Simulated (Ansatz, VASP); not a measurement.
# Ti in VASP and in Ansatz

```
Ti
1.0
     2.64499    0.00000    0.00000
     0.00000    2.64499    0.00000
     0.00000    0.00000    2.64499
Ti
1
Direct
  0.00000 0.00000 0.00000
```

Alike in both runs: task single point; functional PBE; k mesh 12 × 12 × 12; occupations fermi-dirac, width 0.1 eV; non-collinear spin, spin-orbit coupling.

```csv
,VASP,Ansatz
version,VASP 6.6.1,Ansatz 0.2.0
potentials or method,"VASP PAW PBE potentials, release 64 (Ti_sv)","plane waves (420 eV) with PAW, fully relativistic with spin-orbit coupling"
plane-wave cutoff (eV),520,420
valence electrons in the cell,12,12
```

|  | VASP | Ansatz | Ansatz less VASP |
| --- | --- | --- | --- |
| net moment per atom (μB) | 0.00 | 0.00 | 0.000 |

The functional is the same, so the differences come from potentials, cutoffs and numerics.
